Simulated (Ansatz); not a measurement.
**Clamped-ion strain scan in BN**

Computed with Ansatz, DFT r2SCAN, scalar-relativistic, plane waves, PAW. The runs took a 500 eV cutoff, a Γ-centred 12×12×4 mesh and Gaussian smearing (0.05 eV). No spin polarisation. Energies are free energies at this smearing, counted from the undisturbed cell; pressure is positive in compression.

The undisturbed cell (as given, not relaxed at this level; it stands at -0.6 GPa):

```yaml
crystal:
  lattice:
    - [2.50399, 0.00000, 0.00000]
    - [-1.25200, 2.16852, 0.00000]
    - [0.00000, 0.00000, 6.66120]
  atoms:
    - { symbol: B, position: [0.33333, 0.66667, 0.25000] }
    - { symbol: B, position: [0.66667, 0.33333, 0.75000] }
    - { symbol: N, position: [0.33333, 0.66667, 0.75000] }
    - { symbol: N, position: [0.66667, 0.33333, 0.25000] }
```

The cell holds layers and no dispersion correction was added, so their binding is poorly described.

The cell is strained by ε times the Voigt pattern (1, -1, 0, 0, 0, 0) (xx, yy, zz, yz, xz, xy; engineering shear) with fractional coordinates fixed.

```csv
ε,ΔE (meV/atom)
-0.0400,69.8
-0.0300,39.2
-0.0200,17.4
-0.0100,4.3
0.0000,0.0
0.0100,4.4
0.0200,17.4
0.0300,39.2
0.0350,53.5
0.0400,69.9
```

Problem. Predict the stress summed along the pattern (GPa, tension positive) at each point.

Solution.
```
      ε  stress summed along the pattern (GPa, tension positive)
-0.0400                                                   -61.92
-0.0300                                                   -46.37
-0.0200                                                   -30.88
-0.0100                                                   -15.43
 0.0000                                                     0.00
 0.0100                                                    15.44
 0.0200                                                    30.91
 0.0300                                                    46.44
 0.0350                                                    54.23
 0.0400                                                    62.04
```